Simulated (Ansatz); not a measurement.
**W at several levels of theory**

One geometry, relaxed with PBE, and single points on it; plane waves with PAW potentials in Ansatz, scalar-relativistic unless the row names spin-orbit coupling. No spin polarisation. Meshes are on the primitive cell of 1 atom. Gaps are the least over mesh and band path; pressure is positive in compression. Smearing is Gaussian, 0.10 eV.

```
CELL_PARAMETERS angstrom
0.00000 2.01850 2.01850
2.01850 0.00000 2.01850
2.01850 2.01850 0.00000
ATOMIC_POSITIONS crystal
W 0.00000 0.00000 0.00000
```

```json
{"level": "PBE", "cutoff (eV)": "420", "k mesh": "18×18×18", "gap (eV)": "0", "pressure (GPa)": "0.0", "rough cost with bands (core-min)": "0.14"}
```

Task: What do r2SCAN, PBE with spin-orbit coupling, PBEsol give on the same cell?

Result:
```csv
level,cutoff (eV),k mesh,gap (eV),pressure (GPa),rough cost with bands (core-min)
r2SCAN,500,18×18×18,0,-4.4,0.27
PBE with spin-orbit coupling,420,18×18×18,0,0.7,0.22
PBEsol,420,18×18×18,0,-8.2,0.14
```

Spin-orbit coupling is left out except in a row that names it, which matters for the bands of heavy elements.

This fcc form isn't the element's structure at ambient conditions.